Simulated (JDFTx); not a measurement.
Bi under changes of volume

One of the cells (33.614 Å³/atom); the others are scaled copies at fixed shape and fractional positions:

```
CELL_PARAMETERS angstrom
3.23838 0.00000 0.00000
0.00000 3.22164 0.00000
-0.08045 0.00000 6.44389
ATOMIC_POSITIONS crystal
Bi 0.54425 0.00000 0.74958
Bi 0.45575 0.00000 0.25042
```

This isn't the form of Bi at room conditions, which is rhombohedral.

| Property | Result |
| --- | --- |
| Program | JDFTx 1.7.0 (patched build) |
| Functional | PBEsol |
| Potentials or basis | PseudoDojo-SR-PBEsol-0.4.1-standard with smoothed tails |
| Cutoff | 898 eV |
| Density cutoff | 7184 eV |
| k mesh | 8 × 8 × 4 |
| Occupations | fermi-dirac, width 0.05 eV |
| Spin | no spin polarisation |

| volume (Å³/atom) | energy over the lowest point (meV/atom) | pressure (GPa) | largest force (eV/Å) |
| --- | --- | --- | --- |
| 31.597 | 17.11 | 3.3 | 0.024 |
| 32.270 | 6.09 | 1.9 | 0.018 |
| 32.942 | 0.59 | 0.7 | 0.013 |
| 33.614 | 0.00 | -0.4 | 0.012 |
| 34.286 | 3.78 | -1.4 | 0.014 |
| 34.959 | ? | ? | ? |
| 35.631 | 22.63 | -3.1 | 0.022 |

Task: What does the run at 34.959 Å³/atom give?

Result: Energy over the lowest point 11.47 meV/atom; pressure -2.3 GPa; largest force 0.017 eV/Å.

Worked out: A Birch-Murnaghan fit of order 3 (a polynomial in V^(-2/3)) to the other rows has its minimum at 33.36 Å³/atom with B0 = V·E''(V) = 54 GPa and B' = 4.7 at fixed shape and positions, which overstates the stiffness. It gives 11.47 meV/atom at 34.959 Å³/atom, against the run's 11.47, and -dE/dV = -2.3 GPa, against -2.3.

Energies are extrapolated to zero smearing.
